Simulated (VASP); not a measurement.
Here is a VASP 6.6.1 calculation.

Contents of INCAR:

```
SYSTEM = CdF2
  PREC = Accurate
  ENCUT = 520
  EDIFF = 1E-6
  ISMEAR = 0
  SIGMA = 0.03
  LREAL = .FALSE.
  LASPH = .TRUE.
  NELM = 80
  ALGO = Normal
  ISIF = 2
  LWAVE = .FALSE.
  LCHARG = .FALSE.
  GGA = CA
  NBANDS = 20
  KPAR = 2
```

Contents of KPOINTS:

```
Automatic mesh
0
G
  10 10 10
  0 0 0
```

Contents of POSCAR:

```
CdF2                                    
1.0
    0.0000000000      2.6969680780      2.6969680780
    2.6969680780      0.0000000000      2.6969680780
    2.6969680780      2.6969680780      0.0000000000
  Cd              F             
     1     2
Direct
     0.0000000000000000    0.0000000000000000    0.0000000000000000
     0.2500000000000000    0.2500000000000000    0.2500000000000000
     0.7500000000000000    0.7500000000000000    0.7500000000000000
```

Contents of KPOINTS_OPT:

```
explicit points
202
Reciprocal
 0.0000000000  0.0000000000  0.0000000000 1
 0.0555555556  0.0000000000  0.0555555556 1
 0.1111111111  0.0000000000  0.1111111111 1
 0.1666666667  0.0000000000  0.1666666667 1
 0.2222222222  0.0000000000  0.2222222222 1
 0.2777777778  0.0000000000  0.2777777778 1
[... 194 lines left out ...]
 0.4893886500  0.0106113500  0.5000000000 1
 0.5106113500 -0.0106113500  0.5000000000 1
```

Potentials or basis: VASP PAW LDA potentials, release 64 (Cd, F).

The run is started by

```sh
$ cat potpaw_LDA.64/Cd/POTCAR potpaw_LDA.64/F/POTCAR > POTCAR
$ mpirun -np 2 vasp_std > vasp.out
```

Question: What does it give for the band gap on the k mesh?

Answer: 2.79 eV, indirect (least direct gap 3.27 eV).

Question: Estimate the band gap along the path.

Answer: 2.79 eV, indirect (least direct gap 3.27 eV).

Question: What does it give for the pressure?

Answer: -5.1 GPa.

Levels at the corners of the path, in eV from the valence-band top:
| point | band 10 | band 11 | band 12 | band 13 | band 14 | band 15 | band 16 | band 17 |
| --- | --- | --- | --- | --- | --- | --- | --- | --- |
| Γ | -1.00 | -0.49 | -0.49 | -0.49 | 2.79 | 12.29 | 12.29 | 12.29 |
| X | -3.03 | -0.51 | -0.09 | -0.09 | 7.73 | 9.32 | 11.45 | 13.90 |
| X | -3.03 | -0.51 | -0.09 | -0.09 | 7.73 | 9.32 | 11.45 | 13.90 |
| W | -1.56 | -1.56 | -0.61 | 0.00 | 7.80 | 11.06 | 11.35 | 11.35 |
| W | -1.56 | -1.56 | -0.61 | 0.00 | 7.80 | 11.06 | 11.35 | 11.35 |
| K | -2.35 | -0.98 | -0.35 | -0.20 | 7.69 | 10.41 | 10.71 | 14.04 |
| K | -2.35 | -0.98 | -0.35 | -0.20 | 7.69 | 10.41 | 10.71 | 14.04 |
| Γ | -1.00 | -0.49 | -0.49 | -0.49 | 2.79 | 12.29 | 12.29 | 12.29 |
| Γ | -1.00 | -0.49 | -0.49 | -0.49 | 2.79 | 12.29 | 12.29 | 12.29 |
| L | -1.89 | -1.89 | -0.39 | -0.39 | 6.92 | 8.78 | 14.11 | 14.11 |
| L | -1.89 | -1.89 | -0.39 | -0.39 | 6.92 | 8.78 | 14.11 | 14.11 |
| U | -2.35 | -0.98 | -0.35 | -0.20 | 7.69 | 10.41 | 10.71 | 14.04 |
| U | -2.35 | -0.98 | -0.35 | -0.20 | 7.69 | 10.41 | 10.71 | 14.04 |
| W | -1.56 | -1.56 | -0.61 | 0.00 | 7.80 | 11.06 | 11.35 | 11.35 |
| W | -1.56 | -1.56 | -0.61 | 0.00 | 7.80 | 11.06 | 11.35 | 11.35 |
| L | -1.89 | -1.89 | -0.39 | -0.39 | 6.92 | 8.78 | 14.11 | 14.11 |
| L | -1.89 | -1.89 | -0.39 | -0.39 | 6.92 | 8.78 | 14.11 | 14.11 |
| K | -2.35 | -0.98 | -0.35 | -0.20 | 7.69 | 10.41 | 10.71 | 14.04 |
| U | -2.35 | -0.98 | -0.35 | -0.20 | 7.69 | 10.41 | 10.71 | 14.04 |
| X | -3.03 | -0.51 | -0.09 | -0.09 | 7.73 | 9.32 | 11.45 | 13.90 |

Expect the measured gap to be larger: semilocal functionals such as LDA lack the derivative discontinuity.
